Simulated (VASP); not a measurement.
Co, 1 atom in the cell. It takes space group Pm-3m (No. 221, cubic). Conventional cell: a = 2.156 Å, b = 2.156 Å, c = 2.156 Å, α = 90.00°, β = 90.00°, γ = 90.00°. Co (site symmetry m-3m) has 6 Co at 2.16 Å as nearest neighbours. This isn't the form of Co at room conditions, which is hcp.

| Property | Result |
| --- | --- |
| Program | VASP 6.6.1 |
| Task | single point |
| Functional | PBEsol |
| Potentials or basis | VASP PAW PBE potentials, release 64 (Co) |
| Cutoff | 520 eV |
| k mesh | 16 × 16 × 16 |
| Occupations | fermi-dirac, width 0.1 eV |
| Spin | no spin polarisation |
| Dipole correction | no |
| Further INCAR settings | ALGO = Fast; EDIFF = 1e-07; NBANDS = 10 |

Potentials or basis: VASP PAW PBE potentials, release 64 (Co).

Command:

```console
$ cat potpaw_PBE.64/Co/POTCAR > POTCAR
$ mpirun -np 1 vasp_std > vasp.out
```

Hardware: 1 thread of Intel(R) Xeon(R) Platinum 8488C (Sapphire Rapids) (shared host).

Task: Estimate the wall time of this run.

Result: Wall time 6.5 s on 1 thread of Intel(R) Xeon(R) Platinum 8488C (Sapphire Rapids) (shared host), peak memory 0.12 GiB. Counts: scf iterations 15, k points 165.
